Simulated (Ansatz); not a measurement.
**Gradients in SrTiO3 at several cell volumes**

Reference cell: an entry of the Crystallography Open Database (COD), whose atoms a relaxation with PBE at fixed cell left in place.

```yaml
crystal:
  lattice:
    - [3.90500, 0.00000, 0.00000]
    - [0.00000, 3.90500, 0.00000]
    - [0.00000, 0.00000, 3.90500]
  atoms:
    - { symbol: Sr, position: [0.00000, 0.00000, 0.00000] }
    - { symbol: Ti, position: [0.50000, 0.50000, 0.50000] }
    - { symbol: O, position: [0.00000, 0.50000, 0.50000] }
    - { symbol: O, position: [0.50000, 0.00000, 0.50000] }
    - { symbol: O, position: [0.50000, 0.50000, 0.00000] }
```

Sites (sets of like atoms) are named by element and the number of their first atom in this list.

The numbers come from a DFT calculation in Ansatz (PBE, plane waves and PAW, scalar-relativistic, 420 eV cutoff, Γ-centred 8×8×8 k-points, Fermi–Dirac smearing 0.02 eV).

The cell is scaled uniformly, and the ions relax again at each size. Sites with gradients under 0.05 are left out.

(1) How do the gradients (10²¹ V/m²) respond?

This high-symmetry form of SrTiO3 is unstable when cold, to tilts of the octahedra. The symmetry of the cell holds that distortion back, wholly or in part, and it would change the field gradients, the more the larger the distortion.

## Answers

(1) 

| V/V₀ | O V_zz (η) |
| --- | --- |
| 0.94 | 0.66 (0.00) |
| 0.96 | 0.88 (0.00) |
| 0.98 | 1.09 (0.00) |
| 1.00 | 1.30 (0.00) |
| 1.02 | 1.50 (0.00) |
| 1.04 | 1.68 (0.00) |
| 1.06 | 1.87 (0.00) |

Logarithmic slopes d ln|V_zz|/d ln V over the series: O 8.4. Point charges on a uniformly scaled lattice would give −1; charge that moves in the bonds makes the difference.
